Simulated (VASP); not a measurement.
Set up this calculation in VASP 6.6.1, as the native input.

```
Task                   : relaxation of cell and atoms
Functional             : LDA
Potentials or basis    : VASP PAW LDA potentials, release 64 (Si, C)
Cutoff                 : 600 eV
k mesh                 : 8 × 8 × 2
Occupations            : fermi-dirac, width 0.05 eV
Spin                   : no spin polarisation
Target pressure        : 40 GPa
Further INCAR settings : ALGO = Normal; EDIFF = 1e-06; IBRION = 2; EDIFFG = -0.01; NSW = 60; ISIF = 3
Target pressure        : 40 GPa
```

The structure of SiC lies in POSCAR:

```
SiC                                     
1.0
    2.9844994715     -0.0000000000      0.0000000000
   -1.4922497358      2.5846523599      0.0000000000
    0.0000000000      0.0000000000     14.6401062501
  Si              C             
     6     6
Direct
     0.0000000000000000    0.0000000000000000    0.9999861949952686
     0.3333333332999970    0.6666666667000030    0.1666776280079420
     0.6666666667000030    0.3333333332999970    0.3331789264403859
     0.0000000000000000    0.0000000000000000    0.4999861949952688
     0.6666666667000030    0.3333333332999970    0.6666776280079421
     0.3333333332999970    0.6666666667000030    0.8331789264403858
     0.0000000000000000    0.0000000000000000    0.1252945745796011
     0.3333333332999970    0.6666666667000030    0.2916869443046245
     0.6666666667000030    0.3333333332999970    0.4581757316721778
     0.0000000000000000    0.0000000000000000    0.6252945745796010
     0.6666666667000030    0.3333333332999970    0.7916869443046245
     0.3333333332999970    0.6666666667000030    0.9581757316721778
```

The cell was built by a generator and needn't be a form met in nature.

The input as run:

INCAR

```
SYSTEM = SiC
ALGO = Normal
EDIFF = 1E-6
EDIFFG = -0.01
ENCUT = 600
IBRION = 2
ISIF = 3
ISMEAR = -1
KPAR = 4
LASPH = .True.
LCHARG = .False.
LREAL = .False.
LWAVE = .False.
NELM = 60
NSW = 60
PREC = Accurate
PSTRESS = 400
SIGMA = 0.05
```

KPOINTS

```
k-points
0
Gamma
  8 8 2
  0 0 0
```

Potentials or basis: VASP PAW LDA potentials, release 64 (Si, C).

Command:

```console
$ cat potpaw_LDA.64/Si/POTCAR potpaw_LDA.64/C/POTCAR > POTCAR
$ mpirun -np 4 vasp_std > vasp.out
```

It gave:

```json
{
 "Relaxed volume": "8.87 Å³/atom",
 "Relaxed cell": "a = 2.926 Å, b = 2.926 Å, c = 14.351 Å, α = 90.00°, β = 90.00°, γ = 120.00°",
 "Space group after relaxing (to 0.05 Å)": "P6_3mc (No. 186)",
 "Energy change on relaxing (the enthalpy is what falls)": "+100.1 meV/atom",
 "Ionic steps": "7",
 "Pressure after relaxing": "40.0 GPa",
 "Largest force after relaxing": "0.009 eV/Å",
 "Band gap on the k mesh": "1.93 eV, indirect (least direct gap 3.06 eV)"
}
```

Caveat: the cell is relaxed towards a set pressure, so the enthalpy falls and the energy may rise.

Wall time 70 s on 4 MPI ranks on Intel(R) Xeon(R) Platinum 8488C (Sapphire Rapids) (shared host), peak memory 0.23 GiB a rank.
